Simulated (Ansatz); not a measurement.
A 2-atom cell of BeTe started from a crystallographic database at its r2SCAN geometry, in Ansatz. The base run uses HSE06 on a modest mesh; each further run changes one setting, sensibly or not. Doubtful ones may also carry a cap on iterations. All numbers are computed, and spin polarisation is off unless an edit sets a moment.

Base input:
```yaml
crystal:
  lattice:
    - [0.0, 2.8286228801, 2.8286228801]
    - [2.8286228801, 0.0, 2.8286228801]
    - [2.8286228801, 2.8286228801, 0.0]
  atoms:
    - { symbol: Be, position: [0.0, 0.0, 0.0] }
    - { symbol: Te, position: [0.25, 0.25, 0.25] }
kpoints:
  mp_grid: { grid: [4, 4, 4] }
hamiltonian:
  xc: hse06
scf:
  occupations: { method: fixed }
  n_extra_bands: 4
output:
  forces: true
  stress: true
  eigenvalues: true
```

Base results:
```
Basis set: ecut = 420 eV, 893 PW (Γ)
Symmetry: 24 space group operations
Space group: F-43m (ITA 216)
k-points: 8 of 64 (time reversal used)
Exchange kernel: α = 0.2500, screened, ω = 0.2079 Å⁻¹, Wigner–Seitz truncation, v(0) = 1026.9027 eV·Å³, q-mesh 4×4×4
hybrid SCF converged: 2 outer / 10 inner (+2 warm-up)
Free energy (F): -7078.113647 eV
Fermi energy:    6.782560 eV
--- Stress (GPa, compression-positive) ---
       -0.427124       0.000000       0.000000
        0.000000      -0.427124       0.000000
        0.000000       0.000000      -0.427124
  P = ⅓ Tr σ = -0.4271 GPa (-4.271 kbar)
--- Band table (eV; the first three rows and the last of 8) ---
  k-point 0: bands = […, -31.6877, -31.6877, -6.5932, 6.7826, 6.7826, 6.7826, 11.2723, 11.2723, 11.2723, 11.4885]
  k-point 1: bands = […, -31.6873, -31.6873, -5.9799, 3.2483, 6.0830, 6.0830, 10.9328, 12.1859, 12.1859, 14.8415]
  k-point 2: bands = […, -31.6866, -31.6866, -5.1007, 0.7889, 5.5864, 5.5864, 10.6665, 12.2766, 12.2766, 15.6029]
  k-point 7: bands = […, -31.6882, -31.6859, -4.5140, 1.7845, 2.8619, 3.4051, 12.8724, 13.2729, 13.3867, 13.9445]
```
The gap over this mesh is 2.709 eV.

Run as `ansatz run input.yaml --threads 4 --pin off --max-ram 3686MiB --backend cpu --events-out ev --progress --plain --runs-dir out`.

**Question.** The input is altered as follows. How does the run end?
```yaml
hamiltonian:
  xc: { exchange: pbe, correlation: pbe, exx: { coeff: 0.3, omega: 0.5 } }
```

**Answer.** That is 30 % exact exchange, screened with ω = 0.5 1/Å, against HSE06's 25 % screened at 0.208 1/Å. The mean stress moves by +0.3 GPa and the gap on the mesh by -0.332 eV (to 2.376). Totals of different functionals aren't comparable.
```
Exchange kernel: α = 0.3000, screened, ω = 0.5000 Å⁻¹, Wigner–Seitz truncation, v(0) = 180.9513 eV·Å³, q-mesh 4×4×4
hybrid SCF converged: 2 outer / 9 inner (+2 warm-up)
Free energy (F): -7078.829253 eV
Fermi energy:    6.982952 eV
--- Stress (GPa, compression-positive) ---
       -0.102545       0.000000       0.000000
        0.000000      -0.102545       0.000000
        0.000000       0.000000      -0.102545
  P = ⅓ Tr σ = -0.1025 GPa (-1.025 kbar)
--- Band table (eV; the first three rows and the last of 8) ---
  k-point 0: bands = […, -31.5778, -31.5778, -6.1388, 6.9830, 6.9830, 6.9830, 11.0932, 11.0932, 11.0932, 11.3096]
  k-point 1: bands = […, -31.5775, -31.5775, -5.5372, 3.5554, 6.3007, 6.3007, 10.7557, 11.9886, 11.9886, 14.6103]
  k-point 2: bands = […, -31.5768, -31.5768, -4.6866, 1.2056, 5.8244, 5.8244, 10.4889, 12.0806, 12.0806, 15.3777]
  k-point 7: bands = […, -31.5785, -31.5761, -4.1178, 2.1525, 3.1887, 3.7071, 12.6936, 13.0667, 13.1589, 13.6991]
```

**Question.** What happens with this change?
```yaml
hamiltonian:
  xc: { exchange: pbe, correlation: pbe, exx: { coeff: 0.2, omega: 0.3 } }
```

**Answer.** That is 20 % exact exchange, screened with ω = 0.3 1/Å, against HSE06's 25 % screened at 0.208 1/Å. The mean stress moves by +0.3 GPa and the gap on the mesh by -0.279 eV (to 2.430). Totals of different functionals aren't comparable.
Lines that differ from the base's log, and the results:
```
Exchange kernel: α = 0.2000, screened, ω = 0.3000 Å⁻¹, Wigner–Seitz truncation, v(0) = 502.3956 eV·Å³, q-mesh 4×4×4
hybrid SCF converged: 2 outer / 9 inner (+2 warm-up)
Free energy (F): -7077.119206 eV
Fermi energy:    6.958640 eV
--- Stress (GPa, compression-positive) ---
       -0.110913       0.000000       0.000000
        0.000000      -0.110913       0.000000
        0.000000       0.000000      -0.110913
  P = ⅓ Tr σ = -0.1109 GPa (-1.109 kbar)
--- Band table (eV; the first three rows and the last of 8) ---
  k-point 0: bands = […, -30.9847, -30.9847, -6.1011, 6.9586, 6.9586, 6.9586, 11.1205, 11.1205, 11.1205, 11.3108]
  k-point 1: bands = […, -30.9844, -30.9844, -5.5041, 3.5143, 6.2731, 6.2731, 10.7816, 12.0176, 12.0176, 14.6233]
  k-point 2: bands = […, -30.9837, -30.9837, -4.6533, 1.1449, 5.7930, 5.7930, 10.5199, 12.1145, 12.1145, 15.4110]
  k-point 7: bands = […, -30.9854, -30.9830, -4.0860, 2.1113, 3.1414, 3.6624, 12.7339, 13.1026, 13.1740, 13.7375]
```

**Question.** Predict the outcome of this edit.
```yaml
scf:
  occupations: { method: cold, width: 0.001 }
```

**Answer.** Energy, stress and gap stay within 1 meV an atom, 0.1 GPa and 0.005 eV of the base. The width is small against the gap, so it doesn't matter.

**Question.** These lines are set or replaced. What follows?
```yaml
hamiltonian:
  xc: { exchange: pbe, correlation: pbe, exx: { coeff: 0.05, omega: 0.3 } }
```

**Answer.** That is 5 % exact exchange, screened with ω = 0.3 1/Å, against HSE06's 25 % screened at 0.208 1/Å. The mean stress moves by +0.9 GPa and the gap on the mesh by -0.595 eV (to 2.114). Totals of different functionals aren't comparable.
Lines that differ from the base's log, and the results:
```
Exchange kernel: α = 0.0500, screened, ω = 0.3000 Å⁻¹, Wigner–Seitz truncation, v(0) = 502.3956 eV·Å³, q-mesh 4×4×4
hybrid SCF converged: 2 outer / 7 inner (+2 warm-up)
Free energy (F): -7074.302678 eV
Fermi energy:    7.179941 eV
--- Stress (GPa, compression-positive) ---
        0.441627       0.000000       0.000000
        0.000000       0.441627       0.000000
        0.000000       0.000000       0.441627
  P = ⅓ Tr σ = 0.4416 GPa (4.416 kbar)
```

No spin-orbit coupling is included; it can move band edges with weight on the heavy atoms by tenths of an eV.

The program warns that its thresholds are loose for a hybrid's stress.

The meshes of the hybrids are coarse, so their gaps aren't converged to the digits shown.
